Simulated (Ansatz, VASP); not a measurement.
## One calculation of KBr, two programs

Contents of INCAR:

```
SYSTEM = KBr
  ALGO = Normal
  EDIFF = 1E-7
  EDIFFG = -0.005
  ENCUT = 600
  GGA = PE
  IBRION = 2
  ISIF = 3
  ISMEAR = 0
  LASPH = .True.
  LCHARG = .False.
  LREAL = .False.
  LWAVE = .False.
  NELM = 100
  NSW = 100
  PREC = Accurate
  SIGMA = 0.02
```

The input KPOINTS:

```
k-points
0
Gamma
  6 6 6
  0 0 0
```

Contents of POSCAR:

```
KBr
1.0
    0.0000000000      3.2945409698      3.2945409698
    3.2945409698      0.0000000000      3.2945409698
    3.2945409698      3.2945409698      0.0000000000
K Br
1 1
Direct
    0.0000000000      0.0000000000      0.0000000000
    0.5000000000      0.5000000000      0.5000000000
```

Input for Ansatz:

```yaml
crystal:
  lattice:
    - [0.0, 3.2945409698, 3.2945409698]
    - [3.2945409698, 0.0, 3.2945409698]
    - [3.2945409698, 3.2945409698, 0.0]
  atoms:
    - { symbol: K, position: [0.0, 0.0, 0.0] }
    - { symbol: Br, position: [0.5, 0.5, 0.5] }
basis:
  ecutwfc: 420
kpoints:
  mp_grid: { grid: [6, 6, 6] }
hamiltonian:
  xc: pbe
scf:
  occupations: { method: gaussian, width: 0.02 }
output:
  forces: true
  stress: true
  eigenvalues: true
relax:
  adjacent_minimum: "off"
  f_tol: 0.005
  max_steps: 80
  cell: { stress_tol: 0.05 }
```

The cell is a database's computed one.

Alike in both runs: task relaxation of cell and atoms; functional PBE; k mesh 6 × 6 × 6; occupations gaussian, width 0.02 eV; no spin polarisation.

|  | VASP | Ansatz |
| --- | --- | --- |
| version | VASP 6.6.1 | Ansatz 0.2.0 |
| potentials or method | VASP PAW PBE potentials, release 64 (K_sv, Br) | scalar-relativistic, plane waves, PAW |
| plane-wave cutoff (eV) | 600 | 420 |
| valence electrons in the cell | 16 | 16 |

Ansatz gave:

- gap on the k mesh at the Fermi level, each at its own relaxed structure (eV): 4.32
- relaxed volume (Å³/atom): 37.59
- relaxed cell length with the largest relative difference (Å): 4.738
- energy change over the relaxation (meV/atom): -5

**Question.** What did VASP give for the same quantities?

**Answer.** gap on the k mesh at the Fermi level, each at its own relaxed structure (eV): 4.30; relaxed volume (Å³/atom): 37.79; relaxed cell length with the largest relative difference (Å): 4.746; energy change over the relaxation (meV/atom): -5.
